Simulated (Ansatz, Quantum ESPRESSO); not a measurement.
Ir: changing the pressure

The cell as given:

```yaml
crystal:
  lattice:
    - [0.00000, 1.91560, 1.91560]
    - [1.91560, 0.00000, 1.91560]
    - [1.91560, 1.91560, 0.00000]
  atoms:
    - { symbol: Ir, position: [0.00000, 0.00000, 0.00000] }
```

Kept alike: task relaxation of cell and atoms; functional PBEsol; k mesh 12 × 12 × 12; occupations fermi-dirac, width 0.05 eV; no spin polarisation. Program: Quantum ESPRESSO, SSSP 1.3 efficiency PBE, cutoff 857 eV. The mesh is that of the run's cell of 1 atom. No spin-orbit coupling.

```csv
"pressure, P (GPa)",volume (Å³/atom)
0,14.037
2,13.967
5,13.865
10,?
20,13.414
30,13.155
```

The relaxations keep at least the cell's symmetry (Fm-3m). For a metal such a mesh leaves the last digits unconverged. The runs follow the start's structure, whether or not it is the stable one at these pressures. P is the pressure aimed at, which the runs meet within some hundredths to tenths of a GPa. All rows use potentials made for PBE.

Question: Fit the rows shown and predict the run at 10 GPa.

Answer: Murnaghan's form V = V0 (1 + B′P/B0)^(-1/B′) through the rows shown has V0 = 14.0370, B0 = 394.5 GPa and B′ = 4.77 (largest miss 0.0003); at P = 10 it gives 13.705 Å³/atom. The run gave: volume 13.704 Å³/atom.
